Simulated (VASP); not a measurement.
# Cu (Im-3m) in VASP: notebook, part 2 of 2

VASP 6.6.1. Earlier steps stand in the parts before.

### Step 3. Relaxation of cell and atoms, PBEsol

INCAR reads:

```
PREC     = Accurate       # precision mode
ENCUT    = 300            # plane-wave cutoff, eV
EDIFF    = 1E-7           # SCF threshold, eV
ISMEAR   = 0              # smearing method
SIGMA    = 0.1            # smearing width, eV
LREAL    = F              # projectors in reciprocal space
LASPH    = T              # aspherical terms in the spheres
NELM     = 80             # most SCF steps
ALGO     = Normal         # electronic algorithm
ISIF     = 3              # what is computed and relaxed
LWAVE    = F              # write WAVECAR
LCHARG   = F              # write CHGCAR
GGA      = PS             # functional
IBRION   = 2              # ionic algorithm
NSW      = 90             # ionic steps
EDIFFG   = -0.005         # ionic threshold
```

KPOINTS reads:

```
Automatic mesh
0
Gamma
  20 20 20
```

POSCAR reads:

```
Cu
1.0
   -1.4341921400      1.4341921400      1.4341921400
    1.4341921400     -1.4341921400      1.4341921400
    1.4341921400      1.4341921400     -1.4341921400
Cu
1
Direct
    0.0000000000      0.0000000000      0.0000000000
```

Potentials or basis: VASP PAW PBE potentials, release 64 (Cu).

Run with:

```sh
$ cat potpaw_PBE.64/Cu/POTCAR > POTCAR
$ mpirun -np 1 vasp_std > vasp.out
```

It took 14 s on 1 thread of AMD EPYC 9R45 (Zen 5), shared host; peak memory 0.09 GiB.

The run converged, but some of its settings lie outside the range that counts as converged, so its numbers aren't taken as properties of the crystal.

What came out:

- Free energy: -4.2742 eV
- Relaxed volume: 11.29 Å³/atom
- Relaxed cell: a = 2.448 Å, b = 2.448 Å, c = 2.448 Å, α = 109.47°, β = 109.47°, γ = 109.47°
- Space group after relaxing (to 0.05 Å): Im-3m (No. 229)
- Energy gained by relaxing: 13.2 meV/atom
- Ionic steps: 3
- Band gap on the k mesh: none (metal or under the smearing width)

Caveat: the cutoff is under 1.25 times the usual one of these potentials, so pressure, stress and relaxed cells hold a basis-set (Pulay) error; the PAW data sets were made with another functional, which shifts forces and pressure a little.

### Step 4. Relaxation of cell and atoms, PBEsol

INCAR: that of step 3 with these lines changed.

```diff
@@ -1,3 +1,3 @@
 PREC     = Accurate       # precision mode
-ENCUT    = 300            # plane-wave cutoff, eV
+ENCUT    = 600            # plane-wave cutoff, eV
 EDIFF    = 1E-7           # SCF threshold, eV
```

KPOINTS reads:

```
Automatic mesh
0
Gamma
  8 8 8
```

POSCAR is that of step 3.

Run with:

```sh
$ cat potpaw_PBE.64/Cu/POTCAR > POTCAR
$ mpirun -np 1 vasp_std > vasp.out
```

Run time: 5.3 s. Hardware: 1 thread of AMD EPYC 9R45 (Zen 5), shared host; peak memory 0.1 GiB.

It converged, with:

```yaml
Free_energy: -4.2349 eV
Relaxed_volume: 11.42 Å³/atom
Relaxed_cell: a = 2.457 Å, b = 2.457 Å, c = 2.457 Å, α = 109.47°, β = 109.47°, γ = 109.47°
Space_group_after_relaxing_to_0.05_Å: Im-3m (No. 229)
Energy_gained_by_relaxing: 6.1 meV/atom
Ionic_steps: 3
Pressure_after_relaxing: 0.0 GPa
Band_gap_on_the_k_mesh: none (metal or under the smearing width)
```

Step by step:
| step | energy change (eV) | largest force (eV/Å) | pressure (GPa) | volume (Å³) |
| --- | --- | --- | --- | --- |
| 1 | 0.0000 | 0.0000 | -4.90 | 11.80 |
| 2 | -0.0038 | 0.0000 | 3.32 | 11.19 |
| 3 | -0.0061 | 0.0000 | 0.00 | 11.42 |

Final structure:
```xyz
1
Lattice="-1.4185 1.4185 1.4185 1.4185 -1.4185 1.4185 1.4185 1.4185 -1.4185" Properties=species:S:1:pos:R:3 pbc="T T T"
Cu    0.0000    0.0000    0.0000
```

Levels at points of the mesh, in eV from the Fermi level:
```tsv
k point	band 3	band 4	band 5	band 6	band 7	band 8	band 9
(0.00, 0.00, 0.00)	-3.28	-3.28	-2.21	-2.21	25.32	25.32	25.32
(0.50, 0.00, 0.00)	-2.26	-2.10	-1.44	-0.77	4.45	17.69	17.86
(0.50, 0.50, 0.50)	-1.62	-1.62	-1.62	8.24	8.24	8.24	13.78
```

Caveat: the k mesh is coarse (spacing up to 0.39 Å⁻¹), so the values aren't converged; the PAW data sets were made with another functional, which shifts forces and pressure a little.

### Step 5. Single point, PBEsol

INCAR reads:

```
PREC = Accurate
ENCUT = 520
EDIFF = 1E-6
ISMEAR = 0
SIGMA = 0.1
LREAL = False
LASPH = True
NELM = 80
ALGO = Normal
ISIF = 2
LWAVE = False
LCHARG = False
GGA = PS
```

KPOINTS reads:

```
Automatic mesh
0
Gamma
  20 20 20
```

POSCAR is that of step 4.

Run with:

```sh
$ cat potpaw_PBE.64/Cu/POTCAR > POTCAR
$ mpirun -np 1 vasp_std > vasp.out
```

It took 9.9 s on 1 thread of AMD EPYC 9R45 (Zen 5), shared host; peak memory 0.11 GiB.

The run converged. Its results:

| Quantity | Value |
| --- | --- |
| Free energy | -4.2620 eV |
| Pressure | -5.0 GPa |
| Band gap on the k mesh | none (metal or under the smearing width) |

Levels at points of the mesh, in eV from the Fermi level:
```tsv
k point	band 2	band 3	band 4	band 5	band 6	band 7	band 8	band 9
(0.00, 0.00, 0.00)	-3.10	-3.10	-3.10	-2.08	-2.08	25.06	25.06	25.06
(0.50, 0.00, 0.00)	-3.82	-2.12	-1.97	-1.35	-0.62	4.34	17.48	17.51
(0.50, 0.50, 0.50)	-4.63	-1.52	-1.52	-1.52	8.16	8.16	8.16	13.60
```

Caveat: the PAW data sets were made with another functional, which shifts forces and pressure a little.

### Step 6. Relaxation of cell and atoms, PBEsol

INCAR reads:

```
PREC     = Accurate       # precision mode
ENCUT    = 580            # plane-wave cutoff, eV
EDIFF    = 1E-7           # SCF threshold, eV
ISMEAR   = 0              # smearing method
SIGMA    = 0.1            # smearing width, eV
LREAL    = F              # projectors in reciprocal space
LASPH    = T              # aspherical terms in the spheres
NELM     = 80             # most SCF steps
ALGO     = Normal         # electronic algorithm
ISIF     = 3              # what is computed and relaxed
LWAVE    = F              # write WAVECAR
LCHARG   = F              # write CHGCAR
GGA      = PS             # functional
IBRION   = 2              # ionic algorithm
NSW      = 90             # ionic steps
EDIFFG   = -0.005         # ionic threshold
```

KPOINTS is that of step 5.

POSCAR is that of step 5.

Potentials or basis: VASP PAW PBE potentials, release 64 (Cu).

Run with:

```sh
$ cat potpaw_PBE.64/Cu/POTCAR > POTCAR
$ mpirun -np 1 vasp_std > vasp.out
```

Run time: 29 s. Hardware: 1 thread of AMD EPYC 9R45 (Zen 5), shared host; peak memory 0.13 GiB.

Results (log left out):

```
Free energy                            : -4.2685 eV
Relaxed volume                         : 11.41 Å³/atom
Relaxed cell                           : a = 2.456 Å, b = 2.456 Å, c = 2.456 Å, α = 109.47°, β = 109.47°, γ = 109.47°
Space group after relaxing (to 0.05 Å) : Im-3m (No. 229)
Energy gained by relaxing              : 6.3 meV/atom
Ionic steps                            : 3
Pressure after relaxing                : 0.0 GPa
Band gap on the k mesh                 : none (metal or under the smearing width)
```

The path:
| step | energy change (eV) | largest force (eV/Å) | pressure (GPa) | volume (Å³) |
| --- | --- | --- | --- | --- |
| 1 | 0.0000 | 0.0000 | -4.98 | 11.80 |
| 2 | -0.0040 | 0.0000 | 3.36 | 11.19 |
| 3 | -0.0063 | 0.0000 | 0.01 | 11.41 |

Final structure:
```cif
data_structure
_symmetry_space_group_name_H-M 'P 1'
_symmetry_Int_Tables_number 1
_cell_length_a 2.4564
_cell_length_b 2.4564
_cell_length_c 2.4564
_cell_angle_alpha 109.471
_cell_angle_beta 109.471
_cell_angle_gamma 109.471
_cell_volume 11.41
loop_
_atom_site_label
_atom_site_type_symbol
_atom_site_fract_x
_atom_site_fract_y
_atom_site_fract_z
_atom_site_occupancy
Cu1 Cu 0.00000 0.00000 0.00000 1
```

Levels at points of the mesh, in eV from the Fermi level:
```tsv
k point	band 2	band 3	band 4	band 5	band 6	band 7	band 8	band 9
(0.00, 0.00, 0.00)	-3.22	-3.22	-3.22	-2.14	-2.14	25.38	25.38	25.38
(0.50, 0.00, 0.00)	-3.97	-2.19	-2.03	-1.37	-0.71	4.52	17.76	17.93
(0.50, 0.50, 0.50)	-4.83	-1.55	-1.55	-1.55	8.31	8.31	8.31	13.85
```

Caveat: the PAW data sets were made with another functional, which shifts forces and pressure a little.

### Step 7. Relaxation of cell and atoms, RPBE

INCAR: that of step 6 with these lines changed.

```diff
@@ -1,3 +1,3 @@
 PREC     = Accurate       # precision mode
-ENCUT    = 580            # plane-wave cutoff, eV
+ENCUT    = 600            # plane-wave cutoff, eV
 EDIFF    = 1E-7           # SCF threshold, eV
@@ -12,3 +12,3 @@
 LCHARG   = F              # write CHGCAR
-GGA      = PS             # functional
+GGA      = RP             # functional
 IBRION   = 2              # ionic algorithm
```

KPOINTS is that of step 6.

POSCAR is that of step 6.

Run with:

```sh
$ cat potpaw_PBE.64/Cu/POTCAR > POTCAR
$ mpirun -np 1 vasp_std > vasp.out
```

Run time: 31 s. Hardware: 1 thread of AMD EPYC 9R45 (Zen 5), shared host; peak memory 0.13 GiB.

Results (log left out):

```yaml
Free_energy: -3.2191 eV
Relaxed_volume: 12.51 Å³/atom
Relaxed_cell: a = 2.533 Å, b = 2.533 Å, c = 2.533 Å, α = 109.47°, β = 109.47°, γ = 109.47°
Space_group_after_relaxing_to_0.05_Å: Im-3m (No. 229)
Energy_gained_by_relaxing: 16.9 meV/atom
Ionic_steps: 3
Pressure_after_relaxing: 0.0 GPa
Band_gap_on_the_k_mesh: none (metal or under the smearing width)
```

The path:
```csv
step,energy change (eV),largest force (eV/Å),pressure (GPa),volume (Å³)
1,0.0000,0.0000,8.08,11.80
2,-0.0137,0.0000,-2.92,12.85
3,-0.0169,0.0000,0.02,12.51
```

Final structure:
```
Cu
1.0
    -1.46238    1.46238    1.46238
     1.46238   -1.46238    1.46238
     1.46238    1.46238   -1.46238
Cu
1
Direct
  0.00000 0.00000 0.00000
```

Levels at points of the mesh, in eV from the Fermi level:
```csv
k point,band 3,band 4,band 5,band 6,band 7,band 8,band 9
"(0.00, 0.00, 0.00)",-2.92,-2.92,-2.00,-2.00,24.45,24.45,24.45
"(0.50, 0.00, 0.00)",-2.04,-1.90,-1.33,-0.45,4.07,16.92,17.01
"(0.50, 0.50, 0.50)",-1.49,-1.49,-1.49,7.98,7.98,7.98,13.12
```

Caveat: the PAW data sets were made with another functional, which shifts forces and pressure a little.

### Step 8. Overview

```tsv
task	level	cell	k mesh	cutoff (eV)	mesh quality	gap on the mesh (eV)	pressure (GPa)	relaxed volume (Å³/atom)
relaxation of cell and atoms	PBE+D3(BJ)	relaxed	20 × 20 × 20	600	not flagged	none	0.0	11.39
relaxation of cell and atoms	PBEsol	relaxed	8 × 8 × 8	600	coarse	none	0.0	11.42
single point	PBEsol	as given	20 × 20 × 20	520	not flagged	none	-5.0	-
relaxation of cell and atoms	PBEsol	relaxed	20 × 20 × 20	580	not flagged	none	0.0	11.41
relaxation of cell and atoms	RPBE	relaxed	20 × 20 × 20	600	not flagged	none	0.0	12.51
```

Alike in all rows: potentials or basis VASP PAW PBE potentials, release 64 (Cu); no spin polarisation; smearing gaussian 0.1 eV.

Caveats: some runs use coarse meshes; the PAW data sets were made with another functional, which shifts forces and pressure a little (some runs); pairwise dispersion overbinds metals, which lowers pressure and volume (some runs).

Absolute energies hang on the potentials; compare differences alone.
